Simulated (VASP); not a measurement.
All values below come from SCAN meta-GGA, VASP's PBE PAW potentials (set 64) (plane waves; VASP).

VASP input:

### INCAR
```
# general
SYSTEM  = CsCl
PREC    = Accurate
ENCUT   = 520
LREAL   = .False.
LASPH   = .True.

# electronic loop
EDIFF   = 1E-7
NELM    = 100
ALGO    = Normal
LMAXMIX = 4
LMIXTAU = .True.

# smearing
ISMEAR  = -5

# functional
METAGGA = SCAN

# ions
ISIF    = 2

# output
LWAVE   = .False.
LCHARG  = .False.
LORBIT  = 11
NEDOS   = 601
```

### KPOINTS
```
Automatic mesh
0
Gamma
7 7 7
0 0 0
```

### POSCAR
```
CsCl
1
    4.1200000000     0.0000000000     0.0000000000
    0.0000000000     4.1200000000     0.0000000000
    0.0000000000     0.0000000000     4.1200000000
Cs Cl
1 1
Direct
  0.0000000000   0.0000000000   0.0000000000
  0.5000000000   0.5000000000   0.5000000000
```

**KPOINTS_OPT**
```
k-points along high-symmetry lines
10
Line-mode
Reciprocal
  0.000000   0.000000   0.000000 ! GAMMA
  0.000000   0.500000   0.000000 ! X

  0.000000   0.500000   0.000000 ! X
  0.500000   0.500000   0.000000 ! M

  0.500000   0.500000   0.000000 ! M
  0.000000   0.000000   0.000000 ! GAMMA

  0.000000   0.000000   0.000000 ! GAMMA
  0.500000   0.500000   0.500000 ! R

  0.500000   0.500000   0.500000 ! R
  0.000000   0.500000   0.000000 ! X

  0.500000   0.500000   0.500000 ! R
  0.500000   0.500000   0.000000 ! M
```

POTCAR, in this order: Cs_sv Cl (PBE.64 set). Program: vasp_std.

What VASP printed:

**OUTCAR**
```
 ion  position               nearest neighbor table
   1  0.000  0.000  0.000-
   2  0.500  0.500  0.500-
  LATTYP: Found a simple cubic cell.
 ALAT       =     4.1200000000
 Subroutine PRICEL returns:
 Original cell was already a primitive cell.
 Subroutine GETGRP returns: Found 48 space group operations
The static configuration has the point symmetry O_h .
The dynamic configuration has the point symmetry O_h .
 Subroutine INISYM returns: Found 48 space group operations
 Subroutine IBZKPT returns following result:
 Found     20 irreducible k-points:

 Following reciprocal coordinates:
            Coordinates               Weight
  0.000000  0.000000  0.000000      1.000000
  0.142857  0.000000  0.000000      6.000000
  0.285714  0.000000  0.000000      6.000000
  0.428571  0.000000  0.000000      6.000000
  0.142857  0.142857  0.000000     12.000000
  0.285714  0.142857  0.000000     24.000000
  0.428571  0.142857  0.000000     24.000000
  0.285714  0.285714  0.000000     12.000000
  0.428571  0.285714  0.000000     24.000000
...
```

### OSZICAR
```
       N       E                     dE             d eps       ncg     rms          rms(c)
DAV:   1     0.544264803523E+02    0.54426E+02   -0.71708E+03   480   0.118E+03
DAV:   2    -0.467614288316E+02   -0.10119E+03   -0.94450E+02   744   0.198E+02
DAV:   3    -0.541692849124E+02   -0.74079E+01   -0.73804E+01   600   0.596E+01
DAV:   4    -0.542496877047E+02   -0.80403E-01   -0.80355E-01   572   0.729E+00
DAV:   5    -0.542508355614E+02   -0.11479E-02   -0.11478E-02   604   0.882E-01    0.237E+00
DAV:   6    -0.500273329441E+02    0.42235E+01   -0.85227E-01   516   0.838E+00    0.220E+00
DAV:   7    -0.495054491622E+02    0.52188E+00   -0.67564E-01   528   0.683E+00    0.660E-01
DAV:   8    -0.507000958475E+02   -0.11946E+01   -0.47347E-01   488   0.597E+00    0.124E+00
DAV:   9    -0.502532210741E+02    0.44687E+00   -0.22230E-01   488   0.552E+00    0.413E-01
DAV:  10    -0.501379641815E+02    0.11526E+00   -0.37382E-01   488   0.630E+00    0.113E-01
DAV:  11    -0.501428173437E+02   -0.48532E-02   -0.21292E-02   516   0.193E+00    0.171E-01
DAV:  12    -0.501330353000E+02    0.97820E-02   -0.14703E-03   568   0.435E-01    0.184E-01
DAV:  13    -0.501506278213E+02   -0.17593E-01   -0.76034E-03   512   0.105E+00    0.181E-02
DAV:  14    -0.501505977104E+02    0.30111E-04   -0.14751E-04   592   0.165E-01    0.131E-02
DAV:  15    -0.501504625536E+02    0.13516E-03   -0.62584E-05   528   0.119E-01    0.151E-02
DAV:  16    -0.501505182296E+02   -0.55676E-04   -0.15125E-04   512   0.169E-01    0.114E-02
DAV:  17    -0.501505801205E+02   -0.61891E-04   -0.41027E-05   524   0.933E-02    0.481E-03
DAV:  18    -0.501505781412E+02    0.19793E-05   -0.14347E-06   592   0.121E-02    0.338E-03
DAV:  19    -0.501505786082E+02   -0.46697E-06   -0.38973E-07   544   0.809E-03    0.183E-03
DAV:  20    -0.501505786759E+02   -0.67691E-07   -0.47472E-07   532   0.101E-02
   1 F= -.50150579E+02 E0= -.50150579E+02  d E =0.000000E+00
       N       E                     dE             ncg
       N       E                     dE             ncg
       N       E                     dE             ncg
```

OUTCAR:
```
------------------------ aborting loop because EDIFF is reached ----------------------------------------
  FORCE on cell =-STRESS in cart. coord.  units (eV):
  Direction    XX          YY          ZZ          XY          YZ          ZX
  --------------------------------------------------------------------------------------
  Total        0.0161217      0.0161217      0.0161217      0.0000000      0.0000000      0.0000000
  in kB        0.3693418      0.3693418      0.3693418      0.0000000      0.0000000      0.0000000
  external PRESSURE =       0.3693418 kB  Pullay stress =       0.0000000 kB
  volume of cell :       69.93
      direct lattice vectors                 reciprocal lattice vectors
     4.120000000  0.000000000  0.000000000     0.242718447  0.000000000  0.000000000
     0.000000000  4.120000000  0.000000000     0.000000000  0.242718447  0.000000000
     0.000000000  0.000000000  4.120000000     0.000000000  0.000000000  0.242718447
 POSITION                                       TOTAL-FORCE (eV/Angst)
 -----------------------------------------------------------------------------------
      0.00000      0.00000      0.00000         0.000000      0.000000      0.000000
      2.06000      2.06000      2.06000         0.000000      0.000000      0.000000
 -----------------------------------------------------------------------------------
    total drift:                                0.000000      0.000000     -0.000000
  FREE ENERGIE OF THE ION-ELECTRON SYSTEM (eV)
  ---------------------------------------------------
  free  energy   TOTEN  =       -50.1505786759 eV

  energy  without entropy=      -50.1505786759  energy(sigma->0) =      -50.15057868

 total charge

# of ion       s       p       d       tot
------------------------------------------
    1        1.854   4.715   0.027   6.597
    2        1.591   3.579   0.000   5.170
--------------------------------------------------
tot          3.445   8.295   0.027  11.767
```
(Selected blocks of OUTCAR.)

The compound is CsCl in the CsCl type structure. The cell was not relaxed at this level.
